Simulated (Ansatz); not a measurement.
**Te2Mo: rattled cells**

Aim: for Te2Mo, see what random moves of the atoms cost.

Method: DFT LDA, scalar-relativistic, plane waves, PAW, in Ansatz 0.2.0.

1 further run of the same task is left out (set aside as unsound or not needed).

## 1. The system as given

The structure is monoclinic, space group P2_1/m (No. 11). Conventional cell: a = 6.277 Å, b = 3.350 Å, c = 36.138 Å, α = 90.00°, β = 90.01°, γ = 90.00°. Te (site symmetry m) is surrounded by 3 Mo at 2.66 to 2.68 Å. Te (site symmetry m) has 3 Mo at 2.77 to 2.79 Å as nearest neighbours. Mo (site symmetry m) is surrounded by 6 Te at 2.66 to 2.79 Å and 2 Mo at 2.84 Å.

Structure file:

```
CELL_PARAMETERS angstrom
6.27723 0.00000 0.00700
0.00000 3.34966 0.00000
-0.04477 0.00000 36.13790
ATOMIC_POSITIONS crystal
Te 0.07733 0.75000 0.44342
Te 0.92267 0.25000 0.55658
Te 0.56766 0.25000 0.45920
Te 0.43234 0.75000 0.54080
Mo 0.81752 0.75000 0.50232
Mo 0.18248 0.25000 0.49768
```

It goes back to an entry of the Materials Project.

It is the result of an earlier relaxation at this level (volume 126.64 Å³/atom; gap on the mesh: none (metal)).

## 2. Zero of the scan

Contents of input.yaml:

```yaml
crystal:
  lattice:
    - [6.277228334, 0.0, 0.007004367]
    - [0.0, 3.3496555419, 0.0]
    - [-0.0447729533, 0.0, 36.1379022685]
  atoms:
    - { symbol: Te, position: [0.0773274725, 0.75, 0.4434185335] }
    - { symbol: Te, position: [0.9226725275, 0.25, 0.5565814665] }
    - { symbol: Te, position: [0.5676567651, 0.25, 0.4592022605] }
    - { symbol: Te, position: [0.4323432349, 0.75, 0.5407977395] }
    - { symbol: Mo, position: [0.8175152442, 0.75, 0.5023229157] }
    - { symbol: Mo, position: [0.1824847558, 0.25, 0.4976770843] }
basis:
  ecutwfc: 420
kpoints:
  mp_grid: { grid: [8, 14, 2] }
hamiltonian:
  xc: lda
scf:
  occupations: { method: gaussian, width: 0.15 }
output:
  forces: true
  stress: true
  eigenvalues: true
  write_density: true
  write_potential: true
  elf: true
  volumetric_format: npy
```

Run with:

```bash
> ansatz run input.yaml --threads 2 --pin off --max-ram 5120MiB --backend cpu --events-out ev --progress --plain --runs-dir out
```

Output:

```text
Warning: RAYON_NUM_THREADS=2 ignored (pool sized by the plan → 2); use --threads N
Engine: ansatz 0.2.0, aarch64-unknown-linux-gnu
Pseudopotentials: kind: paw
Pseudopotential: Te, paw, valence charge 16, recommended cutoff 420 eV (normal), Te.paw.azcp
Pseudopotential: Mo, paw, valence charge 14, recommended cutoff 420 eV (normal), Mo.paw.azcp
Functional definition: SPW92
  exchange = slater_x
  correlation = pw_c
Crystal: 6 atoms, lattice volume = 759.857 Å³
Basis set: ecut = 420 eV, 14899 PW (Γ)
Bands: 56, of which v1, the nominal top of the filled ones, is band 46 counted from 1 (45 counted from 0)
Symmetry: 4 space group operations
Space group: P21/m (ITA 11), of the structure as read, at distance tolerance 9.1e-5 Å
k-points: 80 of 224
Non-local potential: Te, projectors of the file, l = 0: 2, l = 1: 2, l = 2: 2, l = 3: 2
Non-local potential: Mo, projectors of the file, l = 0: 3, l = 1: 2, l = 2: 2, l = 3: 1
PAW form: soft (Blöchl's): semilocal exchange-correlation on the pseudo side does not see the compensation charge
PAW frozen core: Te, regenerated for the run's functional, and the local potential with it (the file was generated under x = pbe(κ = 0.804, μ = 0.2195149727645171), c = pbe(β = 0.06672455060314922))
PAW frozen core: Mo, regenerated for the run's functional, and the local potential with it (the file was generated under x = pbe(κ = 0.804, μ = 0.2195149727645171), c = pbe(β = 0.06672455060314922))
PAW one-centre angular grid: Te, 590 points (default); XC on 64 Gauss nodes
PAW one-centre angular grid: Mo, 590 points (default); XC on 64 Gauss nodes
Initial density: superposition of atomic densities (neutral atoms: chi_scale 0, normalization atom), corrected by the library's trained network
Initial wavefunctions: pseudopotential atomic-orbital guess
Functional: x = slater, c = lda
SCF iter   1: F=—  HF=-36995.875742 eV  |F-HF|=—  |Δ(HF+E_count)|=         —  Δρ=3.80e-3  dr2=1.52e-1  ethr=1.77e-3  ⟨swp⟩=10.7  Hψ=20667  notcnv=0
preconditioner: auto → LDOS  [metal: Δε(μ)=0.071 eV  Ē_g=7.449 eV  σ=0.150 eV  W_gap=0.26  n_scr=70 (ndim 8)  ℏωp=8.1 eV  f_vac=0.784  D(μ)=1.44/eV (n_scr^D=6)  β→1.0]
SCF iter   2: F=—  HF=-36995.923533 eV  |F-HF|=—  |Δ(HF+E_count)|=   4.78e-2  Δρ=4.33e-3  dr2=5.75e-1  ethr=1.66e-4  ⟨swp⟩=3.1  Hψ=9317  notcnv=0  defer=202
SCF iter   3: F=—  HF=-36995.865950 eV  |F-HF|=—  |Δ(HF+E_count)|=   5.76e-2  Δρ=1.18e-3  dr2=4.72e-2  ethr=1.66e-4  ⟨swp⟩=2.0  Hψ=5998  notcnv=0  defer=202
SCF iter   4: F=—  HF=-36995.860370 eV  |F-HF|=—  |Δ(HF+E_count)|=   5.58e-3  Δρ=2.23e-4  dr2=8.51e-4  ethr=5.13e-5  ⟨swp⟩=2.0  Hψ=5093  notcnv=0  defer=202
SCF iter   5: F=—  HF=-36995.860374 eV  |F-HF|=—  |Δ(HF+E_count)|=   4.09e-6  Δρ=2.92e-5  dr2=1.37e-5  ethr=9.25e-7  ⟨swp⟩=2.0  Hψ=5857  notcnv=0  defer=202
SCF iter   6: F=—  HF=-36995.860558 eV  |F-HF|=—  |Δ(HF+E_count)|=   1.83e-4  Δρ=1.35e-5  dr2=3.32e-6  ethr=1.48e-8  ⟨swp⟩=3.0  Hψ=8696  notcnv=0  defer=110
SCF iter   7: F=—  HF=-36995.860557 eV  |F-HF|=—  |Δ(HF+E_count)|=   6.63e-7  Δρ=3.90e-6  dr2=2.19e-7  ethr=3.61e-9  ⟨swp⟩=3.6  Hψ=9434  notcnv=0  defer=110
SCF iter   8: F=-36995.860557 eV  HF=-36995.860557 eV  |F-HF|=3.86e-9  |Δ(HF+E_count)|=   4.23e-9  Δρ=1.27e-6  dr2=1.69e-8  ethr=1.09e-10  ⟨swp⟩=24.2  Hψ=36759  notcnv=0
SCF 1 converged in 8 iterations: F = -36995.860557 eV  dr2 = 1.69e-8
WARN: The output density's exchange-correlation potential varies sharply where the density is thin. Do not read a vacuum level from v_tot or v_xc, or from such a field of the output density. On a cell that repeats whose density bears no net charge and no dipole along the vacuum's axis use v_es (v_loc + v_h of the components); under efield.dipole_correction with no amplitude use v_es + v_field, which holds any external_charges[].barrier, or the levels of the report's work_function block, which leave it out; under a non-zero efield.amplitude the vacuum is tilted and has no level; on a cell that repeats and bears such a dipole with no correction it is tilted too, and efield.dipole_correction with no amplitude gives each side of its ramp a level where efield: is served; in a cell that repeats whose density bears a net charge (total_charge, or a fill off its count) it is curved and has none; of a slab under crystal.periodic whose density bears no net charge use v_es, which has a level on each side, short of where the two are joined; of another it falls or rises all the way out and has none; of a slab beside external_charges read slab_vacuum_level instead, which it has where they leave it neutral. The grid or the basis barely resolves most such structure, and the values can differ between equally converged runs; as a rule a tighter scf.convergence.dr2_threshold does not remove it. Where the density itself ripples (under the LDA too) a higher basis.ecutwfc lessens it. The files hold the spikes' plane waves up to the density's cutoff. Files: v_tot_of_output_density and the like, and their columns of v_z.tsv (output.write_potential); v_xc_of_output_density and the like, and their columns of v_comp_z.tsv (output.write_potential_components). Measured: with its Gaussian average of σ = 0.25 Å subtracted twice, the exchange-correlation potential is over 0.1 eV at 1606 of the grid points where the equally averaged density (valence and model cores) is under 1e-3 e/Å³, and 0.286 eV at the most among them, at an averaged density of 9.6e-5 e/Å³. The input density's (outcome.potential() and, of a run that writes arrays, v_tot and v_xc) is over 0.1 eV, so measured, at 1610 points of its own thin density, 0.286 eV at the most. See output.write_potential in the manual, Limitations
SCF converged after 8 iterations
Free energy (F): -36995.860557 eV
Harris-Foulkes:  -36995.860557 eV  (|F-HF|=3.86e-9)
Internal energy: -36995.844410 eV  (E = F + TS)
E sigma→0 (E₀):  -36995.852483 eV
Entropy (-TS):   -0.016147 eV (-2.691 meV/atom)
Fermi energy:    -1.319687 eV
--- Per-component energies (eV) ---
  E_band       = -2431.274770
  E_kinetic    = 1618.249275
  E_local      = -164733.113623  (includes V_loc(G=0)·N_el)
  E_nonlocal   = -920.862517
  E_hartree    = 82156.527200
  E_xc         = -863.198481
  E_vxc        = -880.668789  (∫ρ·V_xc dr)
  E_paw        = -24221.082218  (= ΣΔE_a)
  E_vpaw       = -1827.938510  (= ΣTr[D̂ρ^β])
  E_aug_tail   = -0.000764  (compensation charges beyond the density's cutoff)
  E_ewald      = 69963.976441
  E_core_change = 3.660277  (= ΣΔE_core)
  E_smearing   = -0.016147  (= −TS)
  E_closure    = -0.000000  (closes the sum)
  Σ components = -36995.860557   (vs F -36995.860557, Δ=0.00e0)
--- Forces (eV/Å), atoms counted from 1 ---
  atom   1  Te    -0.00270208    -0.00000000     0.00191853
  atom   2  Te     0.00270208     0.00000000    -0.00191853
  atom   3  Te     0.00892870    -0.00000000    -0.00397175
  atom   4  Te    -0.00892870     0.00000000     0.00397175
  atom   5  Mo     0.02446667    -0.00000000     0.00535633
  atom   6  Mo    -0.02446667     0.00000000    -0.00535633
  max |Σ_I F_I| component: 3.47e-18 eV/Å
--- Stress (GPa, compression-positive) ---
       -0.020225      -0.000000      -0.002388
       -0.000000       0.032485      -0.000000
       -0.002388      -0.000000       0.000133
  P = ⅓ Tr σ = 0.0041 GPa (0.041 kbar)
--- Band table (eV; the first three rows and the last of 80) ---
  k-point 0: bands = ["-62.2089", "-62.1363", "-38.2782", "-38.2698", "-38.2494", "-38.2493", "-38.2220", "-38.2149", "-38.1983", "-38.1804", "-38.1756", "-38.1722", "-38.1203", "-38.1168", "-38.0951", "-38.0926", "-38.0424", "-38.0304", "-37.9916", "-37.9822", "-37.9710", "-37.9660", "-36.5471", "-36.4274", "-36.4026", "-36.2596", "-36.2244", "-36.0673", "-14.6277", "-13.6201", "-12.7407", "-12.5494", "-7.3359", "-6.5856", "-6.3448", "-5.5133", "-4.3311", "-3.6958", "-3.6361", "-3.6074", "-3.1859", "-2.8621", "-2.5258", "-1.8021", "-1.7683", "-0.8877", "-0.8240", "-0.0476", "0.3272", "0.7396", "1.2012", "1.9646", "2.3194", "2.3694", "2.6014", "2.9212"]
  k-point 1: bands = ["-62.2089", "-62.1363", "-38.2782", "-38.2698", "-38.2494", "-38.2493", "-38.2220", "-38.2149", "-38.1983", "-38.1804", "-38.1756", "-38.1722", "-38.1203", "-38.1168", "-38.0951", "-38.0926", "-38.0424", "-38.0304", "-37.9916", "-37.9822", "-37.9710", "-37.9660", "-36.5471", "-36.4274", "-36.4026", "-36.2596", "-36.2244", "-36.0673", "-14.6277", "-13.6201", "-12.7407", "-12.5494", "-7.3359", "-6.5856", "-6.3448", "-5.5133", "-4.3311", "-3.6958", "-3.6361", "-3.6074", "-3.1859", "-2.8621", "-2.5258", "-1.8021", "-1.7683", "-0.8877", "-0.8240", "-0.0476", "0.3272", "0.7396", "1.2012", "1.9646", "2.3194", "2.3694", "2.6014", "2.9206"]
  k-point 2: bands = ["-62.2075", "-62.1367", "-38.2766", "-38.2680", "-38.2502", "-38.2499", "-38.2226", "-38.2157", "-38.1979", "-38.1805", "-38.1757", "-38.1724", "-38.1185", "-38.1150", "-38.0959", "-38.0935", "-38.0429", "-38.0312", "-37.9916", "-37.9823", "-37.9708", "-37.9659", "-36.5449", "-36.4244", "-36.4117", "-36.2631", "-36.2259", "-36.0671", "-14.5634", "-13.5773", "-12.7072", "-12.5035", "-7.2703", "-6.5131", "-6.3159", "-5.4801", "-4.3477", "-3.9176", "-3.7651", "-3.5728", "-3.1733", "-2.7610", "-2.5471", "-1.9995", "-1.7495", "-1.0977", "-1.0964", "0.0804", "0.4424", "0.7800", "0.8902", "1.7208", "1.9762", "2.0670", "2.7215", "3.0038"]
  k-point 79: bands = ["-62.1631", "-62.1631", "-38.2700", "-38.2700", "-38.2364", "-38.2364", "-38.2315", "-38.2315", "-38.1876", "-38.1876", "-38.1749", "-38.1749", "-38.1085", "-38.1085", "-38.0829", "-38.0829", "-38.0480", "-38.0480", "-37.9861", "-37.9861", "-37.9647", "-37.9647", "-36.5823", "-36.5823", "-36.3275", "-36.3275", "-36.1420", "-36.1420", "-12.4013", "-12.4013", "-11.9507", "-11.9507", "-7.4462", "-7.4462", "-6.3988", "-6.3988", "-4.8185", "-4.8185", "-3.9171", "-3.9171", "-3.8174", "-3.8174", "-3.1417", "-3.1417", "-2.2750", "-2.2750", "-0.1514", "-0.1514", "0.4991", "0.4991", "1.0088", "1.0088", "2.2346", "2.2346", "3.3284", "3.3284"]
```

Wall time 2.5 min (2 threads of Arm Neoverse V1, shared host); peak memory 2.3 GiB.

Density in a lattice plane of the grid's cell (edges 6.28 and 36.14 Å, at 0.250 of the third edge), which holds Te and Mo.

Ten even steps from ' ' (0.00 e/Å³) to '@' (6.56 e/Å³):
```
            
            
            
            
            
            
            
            
##        ++
  @@..      
      ##--  
            
            
            
            
            
            
            
            
            
```
Columns run along the first of these edges and rows up along the second, over one cell in 6 and 20 even steps from the bottom left corner. Atoms in the plane (fractional): Te at (0.92, 0.56), Te at (0.57, 0.46), Mo at (0.18, 0.50).

ELF in the same plane.

Ten even steps from '0' (0.00) to '9' (0.81):
```
000000
000000
000000
000000
000000
000000
000000
920019
252122
253343
234241
000650
000000
000000
000000
000000
000000
000000
000000
000000
```
Columns run along the first of these edges and rows up along the second, over one cell in 6 and 20 even steps from the bottom left corner. Atoms in the plane (fractional): Te at (0.92, 0.56), Te at (0.57, 0.46), Mo at (0.18, 0.50).

Both are smooth fields of the valence electrons: close to the nuclei they are not physical.

Outside the cores ELF peaks at 0.87 beside Te, off the lines to its neighbours, 1.4 Å from Te; 0.70 on the Te–Mo line, 1.3 Å from Te.

The reference gives a free energy of -36995.8606 eV, pressure 0.00 GPa, largest force 0.025 eV/Å and gap on the mesh none (metal).

## 3. The scan: rattled cells

All atoms are moved at random with no net shift, in some cells together with a random strain.

## 4. Point rms move = 0.226 Å

Contents of input.yaml:

```yaml
crystal:
  lattice:
    - [6.4071789501, 0.1586261602, 0.1838624916]
    - [0.0846290262, 3.1927913374, 0.0153155779]
    - [0.9718904932, 0.1641015795, 36.6568297054]
  atoms:
    - { symbol: Te, position: [0.1036977185, 0.76737566, 0.4428791451] }
    - { symbol: Te, position: [0.9236802083, 0.2929709687, 0.5484301764] }
    - { symbol: Te, position: [0.5429508914, 0.2510619428, 0.4631090874] }
    - { symbol: Te, position: [0.4072123635, 0.7198681696, 0.5420543608] }
    - { symbol: Mo, position: [0.8344473372, 0.7232425226, 0.5088325684] }
    - { symbol: Mo, position: [0.1880114811, 0.2454807364, 0.4946946618] }
basis:
  ecutwfc: 420
kpoints:
  mp_grid: { grid: [8, 14, 2] }
hamiltonian:
  xc: lda
scf:
  occupations: { method: gaussian, width: 0.15 }
output:
  forces: true
  stress: true
  eigenvalues: true
```

Run with:

```bash
> ansatz run input.yaml --threads 2 --pin off --max-ram 5120MiB --backend cpu --events-out ev --progress --plain --runs-dir out
```

Output, cut to the lines that bear on the results:

```text
Warning: RAYON_NUM_THREADS=2 ignored (pool sized by the plan → 2); use --threads N
[...]
Pseudopotentials: kind: paw
Pseudopotential: Te, paw, valence charge 16, recommended cutoff 420 eV (normal), Te.paw.azcp
Pseudopotential: Mo, paw, valence charge 14, recommended cutoff 420 eV (normal), Mo.paw.azcp
Functional definition: SPW92
[...]
Crystal: 6 atoms, lattice volume = 748.807 Å³
Basis set: ecut = 420 eV, 14713 PW (Γ)
Bands: 56, of which v1, the nominal top of the filled ones, is band 46 counted from 1 (45 counted from 0)
Symmetry: 1 space group operations
Space group: P1 (ITA 1), of the structure as read, at distance tolerance 9.1e-5 Å
k-points: 116 of 224 (time reversal used)
[...]
SCF iter   1: F=—  HF=-36990.750054 eV  |F-HF|=—  |Δ(HF+E_count)|=         —  Δρ=3.93e-3  dr2=7.90e-2  ethr=1.77e-3  ⟨swp⟩=11.8  Hψ=32597  notcnv=0
[...]
SCF iter   8: F=-36990.737364 eV  HF=-36990.737364 eV  |F-HF|=3.08e-9  |Δ(HF+E_count)|=   5.85e-8  Δρ=9.27e-7  dr2=1.31e-8  ethr=1.09e-10  ⟨swp⟩=20.6  Hψ=30715  notcnv=0
[...]
SCF converged after 8 iterations
Free energy (F): -36990.737364 eV
[...]
E sigma→0 (E₀):  -36990.720988 eV
Entropy (-TS):   -0.032752 eV (-5.459 meV/atom)
Fermi energy:    -1.204101 eV
[...]
--- Forces (eV/Å), atoms counted from 1 ---
  atom   1  Te    -1.40824414    -0.16313696    -0.81472281
  atom   2  Te     4.23595353    -9.01582466    15.31619858
  atom   3  Te     3.80287781    -0.08471804    -1.21804725
  atom   4  Te     0.51713809     0.17975619     0.30265715
  atom   5  Mo    -6.36836492     9.43492035   -16.20664088
  atom   6  Mo    -0.77936117    -0.35099817     2.62015043
[...]
--- Stress (GPa, compression-positive) ---
        1.930932      -1.560599       0.949651
       -1.560599       5.176994      -2.621245
        0.949651      -2.621245       5.415335
  P = ⅓ Tr σ = 4.1744 GPa (41.744 kbar)
--- Band table (eV; the first three rows and the last of 116) ---
[...]
```

It took 4.6 min on 2 threads of Arm Neoverse V1, shared host; peak memory 2.9 GiB.

## 5. rms move = 0.274 Å

Contents of input.yaml:

```yaml
crystal:
  lattice:
    - [6.3172583124, 0.0089559261, -0.0275488148]
    - [0.0047898879, 3.3710818414, -0.0097014583]
    - [-0.244094958, -0.1047286221, 36.2404053825]
  atoms:
    - { symbol: Te, position: [0.0499441421, 0.7879856981, 0.4414777372] }
    - { symbol: Te, position: [0.9110794304, 0.2926407352, 0.5539559374] }
    - { symbol: Te, position: [0.6255576342, 0.2307330336, 0.4542374184] }
    - { symbol: Te, position: [0.4269102385, 0.6912530786, 0.5377017707] }
    - { symbol: Mo, position: [0.8030580757, 0.7831526973, 0.507144841] }
    - { symbol: Mo, position: [0.1834504791, 0.2142347572, 0.5054822953] }
basis:
  ecutwfc: 420
kpoints:
  mp_grid: { grid: [8, 14, 2] }
hamiltonian:
  xc: lda
scf:
  occupations: { method: gaussian, width: 0.15 }
output:
  forces: true
  stress: true
  eigenvalues: true
```

Run with:

```bash
> ansatz run input.yaml --threads 2 --pin off --max-ram 5120MiB --backend cpu --events-out ev --progress --plain --runs-dir out
```

Output, cut to the lines that bear on the results:

```text
Warning: RAYON_NUM_THREADS=2 ignored (pool sized by the plan → 2); use --threads N
[...]
Pseudopotentials: kind: paw
Pseudopotential: Te, paw, valence charge 16, recommended cutoff 420 eV (normal), Te.paw.azcp
Pseudopotential: Mo, paw, valence charge 14, recommended cutoff 420 eV (normal), Mo.paw.azcp
Functional definition: SPW92
[...]
Crystal: 6 atoms, lattice volume = 771.745 Å³
Basis set: ecut = 420 eV, 15093 PW (Γ)
Bands: 56, of which v1, the nominal top of the filled ones, is band 46 counted from 1 (45 counted from 0)
Symmetry: 1 space group operations
Space group: P1 (ITA 1), of the structure as read, at distance tolerance 9.2e-5 Å
k-points: 116 of 224 (time reversal used)
[...]
SCF iter   1: F=—  HF=-36993.200541 eV  |F-HF|=—  |Δ(HF+E_count)|=         —  Δρ=4.10e-3  dr2=1.60e-1  ethr=1.77e-3  ⟨swp⟩=10.6  Hψ=30446  notcnv=0
[...]
SCF iter   8: F=-36993.169525 eV  HF=-36993.169525 eV  |F-HF|=5.41e-9  |Δ(HF+E_count)|=   9.91e-8  Δρ=9.82e-7  dr2=8.55e-9  ethr=1.09e-10  ⟨swp⟩=19.1  Hψ=29730  notcnv=0
[...]
SCF converged after 8 iterations
Free energy (F): -36993.169525 eV
[...]
E sigma→0 (E₀):  -36993.150816 eV
Entropy (-TS):   -0.037419 eV (-6.237 meV/atom)
Fermi energy:    -1.237909 eV
[...]
--- Forces (eV/Å), atoms counted from 1 ---
  atom   1  Te     0.75195813    -0.36732756     2.26936642
  atom   2  Te     0.25064029    -0.59517966     5.11289603
  atom   3  Te    -1.61992528     0.55805670     0.55989137
  atom   4  Te     0.33840510     1.33595543     2.03498309
  atom   5  Mo     0.73543571    -0.58680267    -5.34487340
  atom   6  Mo    -0.45651095    -0.34470501    -4.63209109
[...]
--- Stress (GPa, compression-positive) ---
        1.263737       0.106093       0.439285
        0.106093       1.139792       0.057446
        0.439285       0.057446       0.981100
  P = ⅓ Tr σ = 1.1282 GPa (11.282 kbar)
--- Band table (eV; the first three rows and the last of 116) ---
[...]
```

Run time: 4.6 min. Hardware: 2 threads of Arm Neoverse V1, shared host; peak memory 3 GiB.

## 6. The scan collected

Collected from the runs (energy zero: the undisturbed cell):

| rms move (Å) | ΔE (meV/atom) | largest force (eV/Å) | shortest distance (Å) | pressure (GPa) |
| --- | --- | --- | --- | --- |
| 0.000 | 0.0 | 0.03 | 2.66 | 0.0 |
| 0.226 | 853.9 | 19.80 | 2.07 | 4.2 |
| 0.274 | 448.5 | 5.43 | 2.46 | 1.1 |

## 7. Outcome

```
      quantity                                     value
costliest cell  853.9 meV/atom at an rms move of 0.226 Å
```

**Reading.** The cost runs from 448.5 to 853.9 meV/atom. Energy over the square of the rms move lies between 6.0 and 16.7 eV/Å² per atom; a harmonic solid under isotropic random moves would keep it roughly constant, while strain and close contacts change it. The runs treat Te without spin-orbit coupling. The cell holds empty space of several Å, a single layer or slab in vacuum, so volume, pressure and the long edge depend on that space. Where forces pass 15 eV/Å atoms stand far too close, the PAW spheres overlap strongly and those numbers are rough.
